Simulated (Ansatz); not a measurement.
I need a single point of Mn, space group Im-3m. Use Ansatz 0.2.0, Python API. Level of theory: r2SCAN, norm-conserving potentials, the default cutoff (1306 eV here), 8×8×8 k-points, cold smearing of 0.01 eV, collinear spin.

```
CELL_PARAMETERS angstrom
-1.54050 1.54050 1.54050
1.54050 -1.54050 1.54050
1.54050 1.54050 -1.54050
ATOMIC_POSITIONS crystal
Mn 0.00000 0.00000 0.00000
```

The script, `scf_mn.py`:
```python
from pathlib import Path

import ansatz as az
from ase import Atoms
import numpy as np

atoms = Atoms(
    ["Mn"],
    scaled_positions=[
        [0.0, 0.0, 0.0],
    ],
    cell=[
        [-1.5405, 1.5405, 1.5405],
        [1.5405, -1.5405, 1.5405],
        [1.5405, 1.5405, -1.5405],
    ],
    pbc=True,
)
atoms.set_initial_magnetic_moments([4])
system = az.Crystal.from_ase(atoms)

calculation = system.calculation()
calculation = calculation.spin(az.SpinTreatment.COLLINEAR).functional(az.Functional.R2SCAN)
calculation = calculation.kpoints(density=2.7)
calculation = calculation.mixing("msr1")
calculation = calculation.pseudopotentials("nc").scf(extra_bands=8)
calculation = calculation.occupations("cold", width=0.01).density()
calculation = calculation.potential()
calculation = calculation.electron_localization_function().output_files(volumetric_format="npy")
calculation = calculation.band_table()
def show(event):
    row = event["data"]
    if event["event"] == "scf_iter" and row.get("free_energy_ev") is not None:
        print(f"  iteration {row['iter']:3d}  F = {row['free_energy_ev']:.6f} eV  residual {row['dr2_ev']:.2e}")


result = calculation.session().plan().execute(on_event=show)
rep = result.report

print("%-22s %14.5f eV" % ("F = E - TS", rep["free_energy_ev"]))
print("%-22s %14.5f eV" % ("E", rep["internal_energy_ev"]))
print("%-22s %14.5f eV" % ("Harris-Foulkes", rep["harris_foulkes_ev"]))
print("%-22s %14.5f eV" % ("Fermi level", rep["fermi_energy_ev"]))

print("energy terms (eV)")
for term, value in rep["components"].items():
    if abs(value) > 1e-9:
        print(f"  {term:26s} {value:16.5f}")

folder = Path(result.write_results("fields"))
for name in sorted(p.name for p in folder.glob("*.npy")):
    field = np.load(folder / name)
    print(f"{name:16s} {str(field.shape):16s} min {field.min():10.4f}  mean {field.mean():10.4f}  max {field.max():10.4f}")

fermi = rep["fermi_energy_ev"]
print("levels less the Fermi level (eV) at the first k-points")
for k, levels in list(zip(rep["kpoints_frac"], rep["eigenvalues_ev"]))[:6]:
    print("k = ({:.3f}, {:.3f}, {:.3f})".format(*k))
    print("   ", " ".join(f"{e - fermi:.3f}" for e in levels))

print("site moments (muB):", [round(m, 2) for m in rep["site_moments_mub"]])
print("electrons up, down:", [round(n, 3) for n in rep["spin_occupation_sums"]])
```

```console
$ python scf_mn.py
DeckWarning: basis.ecutwfc = 1306.14654 eV, auto-derived from the records' recommended cutoffs: set by Mn (normal level)
  iteration  10  F = -3177.191805 eV  residual 2.78e-09
F = E - TS                -3177.19181 eV
E                         -3177.19175 eV
Harris-Foulkes            -3177.19181 eV
Fermi level                  14.47252 eV
energy terms (eV)
  e_band                           -257.92707
  e_kinetic                        1363.14198
  e_local                         -2444.61101
  e_nonlocal                       -203.73500
  e_hartree                         765.55525
  e_xc                             -744.06909
  e_vxc                            -539.37507
  e_vtau                             35.54277
  e_ewald                         -1913.47389
  e_smearing                         -0.00006
elf.npy          (32, 32, 32)     min     0.0013  mean     0.3178  max     0.8125
elf_dn.npy       (32, 32, 32)     min     0.0013  mean     0.3989  max     0.8869
elf_up.npy       (32, 32, 32)     min     0.0012  mean     0.2653  max     0.7824
rho.npy          (32, 32, 32)     min     0.1905  mean     1.0258  max    18.5831
rho_spin.npy     (32, 32, 32)     min    -0.0879  mean     0.2604  max     4.4694
v_es.npy         (32, 32, 32)     min  -224.5952  mean     4.4648  max    16.8013
v_tot_dn.npy     (32, 32, 32)     min  -316.6917  mean    -8.6087  max     5.5476
v_tot_up.npy     (32, 32, 32)     min  -318.2002  mean    -9.4132  max     8.8716
levels less the Fermi level (eV) at the first k-points
k = (0.000, 0.000, 0.000)
    -84.238 -51.592 -51.592 -51.592 -8.048 -2.925 -2.925 -2.925 -1.554 -1.554 21.333 21.333 21.333 26.274 26.274 27.399
k = (0.000, 0.000, 0.125)
    -84.231 -51.632 -51.605 -51.591 -7.496 -3.060 -2.935 -2.644 -1.676 -1.545 18.380 20.477 20.971 23.454 24.254 24.829
k = (0.000, 0.000, 0.250)
    -84.215 -51.727 -51.638 -51.591 -6.071 -3.374 -2.922 -1.910 -1.771 -1.510 13.134 18.159 19.977 20.417 23.185 26.338
k = (0.000, 0.000, 0.375)
    -84.199 -51.821 -51.671 -51.590 -5.027 -3.673 -1.854 -1.619 -1.455 -1.076 8.150 16.322 17.453 20.067 23.023 29.351
k = (0.000, 0.000, -0.500)
    -84.193 -51.860 -51.685 -51.590 -4.931 -3.793 -1.634 -1.426 -0.692 -0.088 5.358 15.657 16.498 19.954 23.086 29.229
k = (0.000, 0.125, 0.125)
    -84.220 -51.697 -51.621 -51.601 -6.480 -3.197 -3.129 -2.050 -1.825 -1.478 15.715 16.558 20.053 21.705 24.604 26.129
site moments (muB): [3.79]
electrons up, down: [9.404, 5.596]
```
(Warnings from the package without file and line.)

Caveats:
- The settings weren't tested for convergence.
- The magnetic order follows from the starting moments and needn't be the lowest.
- Such functionals run on norm-conserving files made under PBE, which can move pressures by some GPa.
- The energy terms are those on the plane-wave grid, with the one-centre PAW part apart; e_band, e_vxc and e_vpaw aren't summands of the total.
- The levels shown are those of the first spin channel.
- For a metal this k-point mesh is coarse: on a finer one energies can move by several to tens of meV an atom and pressures by half a GPa or more, differences at one mesh by less.
- An absolute Fermi energy rests on an arbitrary zero of the periodic potential and has no direct meaning.
- Of the deposited cell: it was measured well above room temperature.
- r2SCAN tends to overestimate the moments of itinerant magnets.
- Grid values close to the nuclei reflect the PAW or pseudopotential construction, not the all-electron fields.
- This isn't the structure that Mn takes at ambient conditions.
- Levels are Kohn-Sham eigenvalues on this mesh.
- Cost: about 9 core-seconds.

(Lines on the test bed's own set-up are left out of the output.)
